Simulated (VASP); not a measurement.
# PtS2 (P-3m1) in VASP: a series of runs

The runs below take PtS2 through single point, with LDA+U.

Program: VASP 6.6.1. These are calculated values, not measurements. Logs are shortened: lines on timing, memory, paths and dates and some standing lists are left out, and cuts for length are marked.

### 1 The crystal as given

It takes space group P-3m1 (No. 164, trigonal). Conventional cell: a = 3.543 Å, b = 3.543 Å, c = 5.039 Å, α = 90.00°, β = 90.00°, γ = 120.00°. Pt (site symmetry -3m) is surrounded by 6 S at 2.40 Å. Around S (site symmetry 3m) lie 3 Pt at 2.40 Å.

### 2 Single point, LDA+U, collinear spin, typed start

INCAR reads:

```
SYSTEM = PtS2
  ALGO = Normal
  EDIFF = 1E-6
  ENCUT = 520
  ISIF = 2
  ISMEAR = 0
  ISPIN = 2
  LASPH = .TRUE.
  LCHARG = .FALSE.
  LDAU = .TRUE.
  LDAUJ = 0.9 0
  LDAUL = 2 -1
  LDAUPRINT = 1
  LDAUTYPE = 1
  LDAUU = 5 0
  LMAXMIX = 4
  LORBIT = 11
  LREAL = .FALSE.
  LWAVE = .FALSE.
  MAGMOM = 4 4 0 0 0 0
  NBANDS = 35
  NELM = 150
  PREC = Accurate
  SIGMA = 0.05
```

KPOINTS reads:

```
k-points
0
G
  6 6 2
  0 0 0
```

POSCAR reads:

```
PtS2
1.0
    3.5431995400      0.0000000000      0.0000000000
   -1.7715997700      3.0685008100      0.0000000000
    0.0000000000      0.0000000000     10.0776001800
Pt S
2 4
Direct
    0.0000000000      0.0000000000      0.0000000000
    0.0000000000      0.0000000000      0.5000000000
    0.3333333333      0.6666666667      0.1250000000
    0.6666666667      0.3333333333      0.3750000000
    0.3333333333      0.6666666667      0.6250000000
    0.6666666667      0.3333333333      0.8750000000
```

Potentials or basis: VASP PAW LDA potentials, release 64 (Pt, S).

Launch:

```
cat potpaw_LDA.64/Pt/POTCAR potpaw_LDA.64/S/POTCAR > POTCAR
mpirun -np 1 vasp_std > vasp.out
```

OUTCAR:

```text
SYSTEM = PtS2
   EDIFF = 1E-6
   ENCUT = 520
   ISIF = 2
   ISMEAR = 0
   ISPIN = 2
   LASPH = .TRUE.
   LORBIT = 11
   LREAL = .FALSE.
   NELM = 150
   PREC = Accurate

 ion  position               nearest neighbor table
   1  0.000  0.000  0.000-   3 2.40   6 2.40   6 2.40   3 2.40   6 2.40   3 2.40
   2  0.000  0.000  0.500-   5 2.40   4 2.40   5 2.40   4 2.40   4 2.40   5 2.40
   3  0.333  0.667  0.125-   1 2.40   1 2.40   1 2.40
   4  0.667  0.333  0.375-   2 2.40   2 2.40   2 2.40
   5  0.333  0.667  0.625-   2 2.40   2 2.40   2 2.40
   6  0.667  0.333  0.875-   1 2.40   1 2.40   1 2.40

  LATTYP: Found a hexagonal cell.
 ALAT       =     3.5431995400
 C/A-ratio  =     2.8442090450

  Lattice vectors:

 A1 = (   3.5431995400,   0.0000000000,   0.0000000000)
 A2 = (  -1.7715997700,   3.0685008100,   0.0000000000)
 A3 = (   0.0000000000,   0.0000000000,  10.0776001800)

Analysis of symmetry for initial positions (statically):
=====================================================================
 Subroutine PRICEL returns following result:

  LATTYP: Found a hexagonal cell.
 ALAT       =     3.5431995400
 C/A-ratio  =     1.4221045225
[... 12 lines left out ...]
 Subroutine GETGRP returns: Found 12 space group operations
 (whereof 12 operations were pure point group operations)
 out of a pool of 24 trial point group operations.

The static configuration has the point symmetry D_3d.

Analysis of symmetry for dynamics (positions and initial velocities):
=====================================================================
 Subroutine PRICEL returns following result:

  LATTYP: Found a hexagonal cell.
 ALAT       =     3.5431995400
 C/A-ratio  =     1.4221045225
[... 12 lines left out ...]
 Subroutine GETGRP returns: Found 12 space group operations
 (whereof 12 operations were pure point group operations)
 out of a pool of 24 trial point group operations.

The dynamic configuration has the point symmetry D_3d.

Analysis of structural, dynamic, and magnetic symmetry:
=====================================================================
 Subroutine PRICEL returns following result:

  LATTYP: Found a hexagonal cell.
 ALAT       =     3.5431995400
 C/A-ratio  =     1.4221045225
[... 12 lines left out ...]
 Subroutine GETGRP returns: Found 12 space group operations
 (whereof 12 operations were pure point group operations)
 out of a pool of 24 trial point group operations.

The overall configuration has the point symmetry D_3d.

 Subroutine INISYM returns: Found 12 space group operations
 (whereof 12 operations are pure point group operations),
 and found     2 'primitive' translations

----------------------------------------------------------------------------------------

                                     Primitive cell

  volume of cell :      54.7834

  direct lattice vectors                    reciprocal lattice vectors
     3.543199540  0.000000000  0.000000000     0.282230789  0.162946022  0.000000000
    -1.771599770  3.068500810  0.000000000     0.000000000  0.325892044  0.000000000
     0.000000000  0.000000000  5.038800090     0.000000000  0.000000000  0.198459947

  length of vectors
     3.543199540  3.543199538  5.038800090     0.325892043  0.325892044  0.198459947

  position of ions in fractional coordinates (direct lattice)
     0.000000000  0.000000000  0.000000000
     0.333333333  0.666666667  0.250000000
     0.666666667  0.333333333  0.750000000

  ion indices of the primitive-cell ions
   primitive index   ion index
                 1           1
                 2           3
                 3           6

----------------------------------------------------------------------------------------

 KPOINTS: k-points

Automatic generation of k-mesh.
 Grid dimensions read from file:
 generate k-points for:    6    6    2

 Generating k-lattice:

  Cartesian coordinates                     Fractional coordinates (reciprocal lattice)
     0.047038465  0.027157670  0.000000000     0.166666667 -0.000000000  0.000000000
     0.000000000  0.054315341  0.000000000     0.000000000  0.166666667  0.000000000
[... 92 lines left out ...]
atom =   1  type =  1  l = 2

 onsite density matrix

spin component  1

  0.8489 -0.0000 -0.0000  0.1164 -0.0000
 -0.0000  0.7710 -0.0000  0.0000  0.1164
 -0.0000 -0.0000  0.9313 -0.0000 -0.0000
  0.1164  0.0000 -0.0000  0.7710 -0.0000
 -0.0000  0.1164 -0.0000 -0.0000  0.8489

spin component  2

  0.8490 -0.0000 -0.0000  0.1164 -0.0000
 -0.0000  0.7710 -0.0000  0.0000  0.1164
 -0.0000 -0.0000  0.9313 -0.0000 -0.0000
  0.1164  0.0000 -0.0000  0.7710 -0.0000
 -0.0000  0.1164 -0.0000 -0.0000  0.8490

 occupancies and eigenvectors

  o =  0.6872  v =  0.0000  0.8117 -0.0000 -0.0000 -0.5841  0.0000  0.0000  0.0000  0.0000  0.0000      0.0000  0.0000  0.0000  0.0000  0.0000  0.0000  0.0000  0.0000  0.0000  0.0000
  o =  0.6872  v = -0.5841  0.0000 -0.0000  0.8117 -0.0000  0.0000  0.0000  0.0000  0.0000  0.0000      0.0000  0.0000  0.0000  0.0000  0.0000  0.0000  0.0000  0.0000  0.0000  0.0000
  o =  0.6873  v =  0.0000  0.0000  0.0000  0.0000  0.0000  0.0000  0.8117 -0.0000 -0.0000 -0.5841      0.0000  0.0000  0.0000  0.0000  0.0000  0.0000  0.0000  0.0000  0.0000  0.0000
  o =  0.6873  v =  0.0000  0.0000  0.0000  0.0000  0.0000 -0.5841  0.0000 -0.0000  0.8117 -0.0000      0.0000  0.0000  0.0000  0.0000  0.0000  0.0000  0.0000  0.0000  0.0000  0.0000
  o =  0.9313  v = -0.0000 -0.0000 -1.0000 -0.0000 -0.0000  0.0000  0.0000  0.0000  0.0000  0.0000      0.0000  0.0000  0.0000  0.0000  0.0000  0.0000  0.0000  0.0000  0.0000  0.0000
  o =  0.9313  v =  0.0000  0.0000  0.0000  0.0000  0.0000 -0.0000 -0.0000 -1.0000 -0.0000 -0.0000      0.0000  0.0000  0.0000  0.0000  0.0000  0.0000  0.0000  0.0000  0.0000  0.0000
  o =  0.9327  v =  0.0000 -0.5841  0.0000  0.0000 -0.8117  0.0000  0.0000  0.0000  0.0000  0.0000      0.0000  0.0000  0.0000  0.0000  0.0000  0.0000  0.0000  0.0000  0.0000  0.0000
  o =  0.9327  v =  0.8117  0.0000 -0.0000  0.5841  0.0000  0.0000  0.0000  0.0000  0.0000  0.0000      0.0000  0.0000  0.0000  0.0000  0.0000  0.0000  0.0000  0.0000  0.0000  0.0000
  o =  0.9327  v =  0.0000  0.0000  0.0000  0.0000  0.0000  0.0000 -0.5841  0.0000  0.0000 -0.8117      0.0000  0.0000  0.0000  0.0000  0.0000  0.0000  0.0000  0.0000  0.0000  0.0000
  o =  0.9327  v =  0.0000  0.0000  0.0000  0.0000  0.0000  0.8117  0.0000 -0.0000  0.5841  0.0000      0.0000  0.0000  0.0000  0.0000  0.0000  0.0000  0.0000  0.0000  0.0000  0.0000

atom =   2  type =  1  l = 2

 onsite density matrix

spin component  1

  0.8489 -0.0000 -0.0000  0.1164 -0.0000
 -0.0000  0.7710 -0.0000  0.0000  0.1164
 -0.0000 -0.0000  0.9313 -0.0000 -0.0000
  0.1164  0.0000 -0.0000  0.7710 -0.0000
 -0.0000  0.1164 -0.0000 -0.0000  0.8489

spin component  2

  0.8490 -0.0000 -0.0000  0.1164 -0.0000
 -0.0000  0.7710 -0.0000  0.0000  0.1164
 -0.0000 -0.0000  0.9313 -0.0000 -0.0000
  0.1164  0.0000 -0.0000  0.7710 -0.0000
 -0.0000  0.1164 -0.0000 -0.0000  0.8490

 occupancies and eigenvectors

  o =  0.6872  v = -0.0000  0.8117 -0.0000  0.0000 -0.5841  0.0000  0.0000  0.0000  0.0000  0.0000      0.0000  0.0000  0.0000  0.0000  0.0000  0.0000  0.0000  0.0000  0.0000  0.0000
  o =  0.6872  v = -0.5841 -0.0000  0.0000  0.8117  0.0000  0.0000  0.0000  0.0000  0.0000  0.0000      0.0000  0.0000  0.0000  0.0000  0.0000  0.0000  0.0000  0.0000  0.0000  0.0000
  o =  0.6873  v =  0.0000  0.0000  0.0000  0.0000  0.0000  0.0000 -0.8117  0.0000  0.0000  0.5841      0.0000  0.0000  0.0000  0.0000  0.0000  0.0000  0.0000  0.0000  0.0000  0.0000
  o =  0.6873  v =  0.0000  0.0000  0.0000  0.0000  0.0000  0.5841  0.0000  0.0000 -0.8117  0.0000      0.0000  0.0000  0.0000  0.0000  0.0000  0.0000  0.0000  0.0000  0.0000  0.0000
  o =  0.9313  v = -0.0000 -0.0000 -1.0000 -0.0000 -0.0000  0.0000  0.0000  0.0000  0.0000  0.0000      0.0000  0.0000  0.0000  0.0000  0.0000  0.0000  0.0000  0.0000  0.0000  0.0000
  o =  0.9313  v =  0.0000  0.0000  0.0000  0.0000  0.0000  0.0000  0.0000  1.0000  0.0000  0.0000      0.0000  0.0000  0.0000  0.0000  0.0000  0.0000  0.0000  0.0000  0.0000  0.0000
  o =  0.9327  v = -0.0000 -0.5841  0.0000 -0.0000 -0.8117  0.0000  0.0000  0.0000  0.0000  0.0000      0.0000  0.0000  0.0000  0.0000  0.0000  0.0000  0.0000  0.0000  0.0000  0.0000
  o =  0.9327  v =  0.8117 -0.0000  0.0000  0.5841 -0.0000  0.0000  0.0000  0.0000  0.0000  0.0000      0.0000  0.0000  0.0000  0.0000  0.0000  0.0000  0.0000  0.0000  0.0000  0.0000
  o =  0.9327  v =  0.0000  0.0000  0.0000  0.0000  0.0000  0.0000 -0.5841  0.0000 -0.0000 -0.8117      0.0000  0.0000  0.0000  0.0000  0.0000  0.0000  0.0000  0.0000  0.0000  0.0000
  o =  0.9327  v =  0.0000  0.0000  0.0000  0.0000  0.0000 -0.8117  0.0000  0.0000 -0.5841  0.0000      0.0000  0.0000  0.0000  0.0000  0.0000  0.0000  0.0000  0.0000  0.0000  0.0000

 number of electron      44.0000000 magnetization       0.0012835

 Free energy of the ion-electron system (eV)
  ---------------------------------------------------
  ext. energy  EPLUGINS =         0.00000000
  ---------------------------------------------------
  free energy    TOTEN  =       -30.72162112 eV

  energy without entropy =      -30.72162090  energy(sigma->0) =      -30.72162101

 E-fermi :   6.8095     XC(G=0): -10.9884

 val. band max:        6.6665279815   @ k =   0.0000   0.0000   0.0000
 cond. band min:       6.9635713876   @ k =   0.3333   0.3333   0.0000
 fundamental gap:      0.2970434061
 Fermi energy:         6.8094832445

 spin component 1

 k-point     1 :       0.0000    0.0000    0.0000
  band No.  band energies     occupation
      1      -8.5316      1.00000
      2      -8.0239      1.00000
      3      -6.7173      1.00000
      4      -5.6951      1.00000
      5      -0.8962      1.00000
      6      -0.2137      1.00000
[... 507 lines left out ...]
     33      15.0699      0.00000
     34      15.0699      0.00000
 Fermi energy:         6.8094832445

 spin component 2

 k-point     1 :       0.0000    0.0000    0.0000
  band No.  band energies     occupation
      1      -8.5314      1.00000
      2      -8.0238      1.00000
      3      -6.7172      1.00000
      4      -5.6950      1.00000
      5      -0.8961      1.00000
      6      -0.2137      1.00000
[... 507 lines left out ...]
     33      15.0701      0.00000
     34      15.0701      0.00000
 [bands above 34 left out]

------------------------ aborting loop because EDIFF is reached ----------------------------------------

  FORCE on cell =-STRESS in cart. coord.  units (eV):
  Direction    XX          YY          ZZ          XY          YZ          ZX
  --------------------------------------------------------------------------------------
  -------------------------------------------------------------------------------------
  Total       -5.5555989     -5.5555989     -5.6712728     -0.0000000      0.0000000      0.0000000
  in kB      -81.2386108    -81.2386107    -82.9300911     -0.0000000      0.0000000      0.0000000
  external PRESSURE =     -81.8024375 kB  Pullay stress =       0.0000000 kB

 VOLUME and BASIS-vectors are now :
 -----------------------------------------------------------------------------
  energy-cutoff  :      520.00
  volume of cell :      109.57
      direct lattice vectors                 reciprocal lattice vectors
     3.543199540  0.000000000  0.000000000     0.282230789  0.162946022  0.000000000
    -1.771599770  3.068500810  0.000000000     0.000000000  0.325892044  0.000000000
     0.000000000  0.000000000 10.077600180     0.000000000  0.000000000  0.099229974

 POSITION                                       TOTAL-FORCE (eV/Angst)
 -----------------------------------------------------------------------------------
      0.00000      0.00000      0.00000        -0.000000      0.000000      0.000000
      0.00000      0.00000      5.03880        -0.000000      0.000000      0.000000
     -0.00000      2.04567      1.25970         0.000000     -0.000000     -0.867730
      1.77160      1.02283      3.77910        -0.000000      0.000000      0.867730
     -0.00000      2.04567      6.29850         0.000000     -0.000000     -0.867730
      1.77160      1.02283      8.81790        -0.000000      0.000000      0.867730
 -----------------------------------------------------------------------------------
    total drift:                               -0.000000     -0.000000      0.000000

  FREE ENERGIE OF THE ION-ELECTRON SYSTEM (eV)
  ---------------------------------------------------
  free  energy   TOTEN  =       -30.7216211249 eV

  energy  without entropy=      -30.7216208976  energy(sigma->0) =      -30.72162101

 total charge

# of ion       s       p       d       tot
------------------------------------------
    1        0.666   0.731   8.280   9.677
    2        0.666   0.731   8.280   9.677
    3        1.365   2.237   0.000   3.602
    4        1.365   2.237   0.000   3.602
    5        1.365   2.237   0.000   3.602
    6        1.365   2.237   0.000   3.602
--------------------------------------------------
tot          6.790  10.411  16.560  33.761

 magnetization (x)

# of ion       s       p       d       tot
------------------------------------------
    1       -0.000  -0.000  -0.000  -0.000
    2       -0.000  -0.000  -0.000  -0.000
    3       -0.000  -0.000   0.000  -0.000
    4       -0.000  -0.000   0.000  -0.000
    5       -0.000  -0.000   0.000  -0.000
    6       -0.000  -0.000   0.000  -0.000
--------------------------------------------------
tot         -0.000  -0.000  -0.000  -0.000
```

Run time: 89 s. Hardware: 1 thread of Intel Xeon Platinum 8488C (Sapphire Rapids), shared host; peak memory 0.25 GiB.

Results:

```yaml
Free_energy: -30.7216 eV
Pressure: -8.2 GPa
Largest_force: 0.868 eV/Å
Band_gap_on_the_k_mesh: 0.30 eV
Net_moment: 0.00 μB per cell
Valence_electrons_inside_the_program's_atomic_spheres: Pt 9.68; S 3.60
```

Forces in eV/Å, atoms in the order of the input:
```
Pt   0.000  0.000  0.000
Pt   0.000  0.000  0.000
S    0.000  0.000 -0.868
S    0.000  0.000  0.868
S    0.000  0.000 -0.868
S    0.000  0.000  0.868
```

Stress tensor (GPa, compression positive):
```
-8.12  0.00  0.00
 0.00 -8.12  0.00
 0.00  0.00 -8.29
```

Levels at points of the mesh, in eV from the valence-band top:
Spin up:
```csv
k point,band 19,band 20,band 21,band 22,band 23,band 24,band 25,band 26
"(0.00, 0.00, 0.00)",-1.43,-1.10,-1.10,0.00,1.58,1.58,2.26,2.26
"(0.50, 0.00, 0.00)",-3.20,-2.99,-2.63,-1.48,1.01,1.18,1.85,2.24
"(0.00, 0.00, 0.50)",-1.28,-1.28,-0.83,-0.83,1.92,1.92,1.92,1.92
"(0.50, 0.00, 0.50)",-2.93,-2.93,-2.19,-2.19,1.59,1.59,1.70,1.70
```
Spin down:
```csv
k point,band 20,band 21,band 22,band 23,band 24,band 25
"(0.00, 0.00, 0.00)",-1.10,-1.10,0.00,1.58,1.58,2.26
"(0.50, 0.00, 0.00)",-2.99,-2.63,-1.48,1.01,1.18,1.85
"(0.00, 0.00, 0.50)",-1.28,-0.83,-0.83,1.92,1.92,1.92
"(0.50, 0.00, 0.50)",-2.93,-2.19,-2.19,1.59,1.59,1.70
```

Eigenvalues of the final occupation matrices:
```tsv
site	spin	trace	eigenvalues
site 1 d	1	4.17	0.69 0.69 0.93 0.93 0.93
site 1 d	2	4.17	0.69 0.69 0.93 0.93 0.93
site 2 d	1	4.17	0.69 0.69 0.93 0.93 0.93
site 2 d	2	4.17	0.69 0.69 0.93 0.93 0.93
```

Caveat: spin-orbit coupling is left out, which moves the levels of the heavy elements; the cell's inner coordinates are idealised or old, which leaves forces on the atoms. A k mesh can miss the band edges.

[end of part 1 of 2]
